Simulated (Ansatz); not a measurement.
Take a crystal in which As has been replaced by P on all its sites, with the cell rescaled by a rough guess (in some cases also distorted within its space group) and nothing relaxed:

```xyz
1
Lattice="2.5904 0.0000 0.0000 0.0000 2.5904 0.0000 0.0000 0.0000 2.5904" Properties=species:S:1:pos:R:3 pbc="T T T"
P     1.2952    1.2952    1.2952
```

Computed with DFT PBE, scalar-relativistic, plane waves, PAW (Ansatz).

Plane waves to 420 eV, a k mesh through Γ of 16×16×16 on the computed 1-atom cell and Gaussian smearing (0.10 eV); no spin polarisation.

(1) What pressure does the cell carry?

(2) Is it a metal on this mesh?

Answers

(1) The pressure is -12.9 GPa (positive in compression), so the cell would contract.

(2) Yes, a band crosses the Fermi level.

This simple cubic form isn't the element's structure at ambient conditions.